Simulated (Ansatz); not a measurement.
**SiO2: a film clamped to a substrate**

All numbers below come from Ansatz 0.2.0, DFT LDA, scalar-relativistic, plane waves, PAW. The runs took a 420 eV cutoff, a Γ-centred 6×6×4 mesh and Gaussian smearing (0.05 eV). No spin polarisation. Energies are free energies at this smearing, counted from the undisturbed cell; pressure is positive in compression.

Reference structure (relaxed at this level; this form isn't the usual structure):

```
Si O
1.0
     5.03870    0.00000    0.00000
    -2.51935    4.36364    0.00000
     0.00000    0.00000    5.52485
Si O
3 6
Direct
  0.00000 0.50000 0.33333
  0.50000 0.50000 0.66667
  0.50000 0.00000 0.00000
  0.58439 0.79220 0.83333
  0.79220 0.58439 0.50000
  0.79220 0.20780 0.16667
  0.41561 0.20780 0.83333
  0.20780 0.41561 0.50000
  0.20780 0.79220 0.16667
```

The cell (9 atoms, V0 = 121.48 Å³) is strained by p along both x and y and by q along z, fractional coordinates fixed. τp = (1/V0) ∂E/∂p = (σxx + σyy)(1 + p)(1 + q) and τq = (1/V0) ∂E/∂q = σzz(1 + p)², with tension positive.

| p | q | ΔE (meV/atom) | τp (GPa) | τq (GPa) |
| --- | --- | --- | --- | --- |
| 0.000 | 0.000 | 0.00 | 0.01 | 0.00 |
| -0.015 | 0.000 | 7.83 | -12.42 | -5.23 |
| 0.015 | 0.000 | 7.41 | 11.45 | 4.72 |
| 0.000 | -0.015 | 2.26 | -5.10 | -3.59 |
| 0.000 | 0.015 | 2.26 | 4.85 | 3.51 |

**Question.** Get the second derivatives of the energy density.

**Answer.** Central differences give A = ∂τp/∂p = 796 GPa (C11 + C22 + 2 C12), C = ∂τq/∂q = 237 GPa (C33) and the cross term B = ∂τq/∂p = 332 GPa (C13 + C23); ∂τp/∂q = 331 GPa must equal B, and any difference shows higher-order terms. The ions are clamped.

**Question.** A film of this crystal grows with z along the normal on a substrate that imposes p. How does its thickness respond, and what does the misfit cost?

**Answer.** Count p and q from the stress-free cell. A free surface needs τq = 0, so q = −(B/C) p = -1.40 p. The energy density left is (A − B²/C) p²/2 = M p², with the biaxial modulus M = 165 GPa; a misfit of 1 % costs 1.39 meV/atom, against 3.35 meV/atom if the thickness were held.

Forces appear on the atoms along this scan, and letting them relax would lower the energy and soften the response.

Letting the thickness adjust cuts the misfit cost from 3.35 to 1.39 meV/atom, because the large cross term B couples in-plane strain strongly to the normal stress. The film thins under in-plane tension, but not enough to conserve its volume.

These constants are far stiffer than those known for quartz, and the cause lies in the framework. Corner-sharing SiO4 tetrahedra normally take up strain by rotating nearly rigidly and changing the soft Si–O–Si angles. Fixed fractional coordinates block that route and force the strain into stiff Si–O stretching and O–Si–O bending. The cross coupling is inflated too: real quartz has a small C13 relative to C33, so the thickness response of -1.40 p is probably much too strong, and should not be taken as a prediction for a real film.

The cell has the ideal high-quartz geometry, and compression favours tetrahedral tilting towards the low-quartz form. The nearly symmetric energies for the two signs of p therefore don't show that a relaxed film would respond equally to compressive and tensile misfit.
